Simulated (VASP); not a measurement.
Data:

```
CELL_PARAMETERS angstrom
      0.00000     3.08608     3.08608
      3.08608     0.00000     3.08608
      3.08608     3.08608     0.00000
ATOMIC_POSITIONS crystal
  Al 0.00000 0.00000 0.00000
  Sb 0.25000 0.25000 0.25000
```

These are SCAN meta-GGA, VASP's PBE PAW potentials (set 64) (plane waves; VASP) values and carry that method's errors. Run with 520 eV cut-off, 7×7×7 Γ-centred mesh, Gaussian smearing of 0.050 eV, potentials Al Sb.

Task: Predict the energy per atom (σ→0).

Result: 
```json
{
 "energy per atom (σ→0)": "-22.710 eV/atom"
}
```

The compound is AlSb in the zinc blende structure. It was relaxed first.
